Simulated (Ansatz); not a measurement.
Input and output of a single-point calculation on BaHfO₃ (cubic perovskite) (the PAW code Ansatz, PBE). The cell was relaxed with r2SCAN and then strained (isotropic -3.0 % on every length), with the atoms relaxed again with r2SCAN; k points keep the names of the unstrained zone.

```yaml
crystal:
  lattice:
    - [4.0517470077, 0.0, 0.0]
    - [0.0, 4.0517470077, 0.0]
    - [0.0, 0.0, 4.0517470077]
  atoms:
    - { symbol: Ba, position: [0.0, 0.0, 0.0] }
    - { symbol: Hf, position: [0.5, 0.5, 0.5] }
    - { symbol: O, position: [0.5, 0.5, 0.0] }
    - { symbol: O, position: [0.5, 0.0, 0.5] }
    - { symbol: O, position: [0.0, 0.5, 0.5] }
kpoints:
  mp_grid: { grid: [6, 6, 6] }
  band_path:
    path: [[0.0, 0.0, 0.0], [0.0, 0.5, 0.0], [0.5, 0.5, 0.0], [0.5, 0.5, 0.5]]
    npoints: 1
hamiltonian:
  xc: pbe
scf:
  occupations: { method: fermi_dirac, width: 0.02 }
  n_extra_bands: 5
output:
  forces: true
  stress: true
  eigenvalues: true
```

The output follows, shortened, with numbered blanks.
```
Functional definition: PBE
Crystal: 5 atoms, lattice volume = 66.516 Å³
[1]
Bands: 32, of which v1, the nominal top of the filled ones, is band 27 counted from 1 (26 counted from 0)
Symmetry: 48 space group operations
Space group: Pm-3m (ITA 221)
k-points: 20 of 216
SCF 1 converged in 6 iterations: F = -23381.932641 eV  dr2 = 4.33e-8
NSCF: frozen V_eff on 4 k-points
SCF converged after 6 iterations
Free energy (F): -23381.932641 eV
[2]
--- Per-component energies (eV) ---
  E_band       = 44.775364
  E_kinetic    = 1131.407926
  E_local      = -7756.982914
  E_nonlocal   = -1039.710439
  E_hartree    = 3564.068677
  E_xc         = -696.149288
  E_vxc        = -693.148987
  E_paw        = -12630.839622
  E_vpaw       = 1275.060506
  E_ewald      = -5953.734425
--- Stress (GPa, compression-positive) ---
[3]
--- Band table (eV; the first three rows and the last of 20) ---
[4]
```

The rows of the band table are 0: (0, 0, 0) = Γ, 1: (0, 0, 1/6), 2: (0, 0, 1/3), 19: (-1/2, -1/2, -1/2) = R.

Question: Fill in the blanks. They hold the Fermi energy and the band table, the stress, cutoff and plane waves at Γ.

Answer:
```
[1]
Basis set: ecut = 420 eV, 1309 PW (Γ)
[2]
Fermi energy:    14.899743 eV
[3]
       22.305836       0.000000       0.000000
        0.000000      22.305836       0.000000
        0.000000       0.000000      22.305836
  P = ⅓ Tr σ = 22.3058 GPa (223.058 kbar)
[4]
  k-point 0: bands = […, 11.8760, 11.8760, 11.8760, 13.0099, 13.0099, 13.0099, 16.7873, 16.7873, 16.7873, 17.8677, …]
  k-point 1: bands = […, 11.6116, 11.6116, 11.6632, 12.2523, 12.9032, 12.9032, 16.9004, 17.5068, 17.5068, 18.3451, …]
  k-point 2: bands = […, 11.2649, 11.2649, 11.2940, 11.4152, 12.7652, 12.7652, 17.1636, 19.0028, 19.0028, 19.3409, …]
  k-point 19: bands = […, 10.4936, 10.4936, 10.4936, 12.9480, 12.9480, 12.9480, 19.4822, 19.4822, 19.4822, 21.5962, …]
```
The trailing digits, and the zero of the energies, depend on the potentials and thresholds.

Run as `ansatz run input.yaml --threads 2 --pin off --max-ram 29491MiB --backend cpu --events-out ev --progress --plain --runs-dir out`. It took 1.4 s on 2 threads of AMD EPYC 7R13 Processor (Zen 3), on a shared host; peak host memory 0.52 GiB.

Spin-unpolarised throughout; all numbers are computed.

No spin-orbit coupling is included; it can move band edges with weight on the heavy atoms by tenths of an eV.
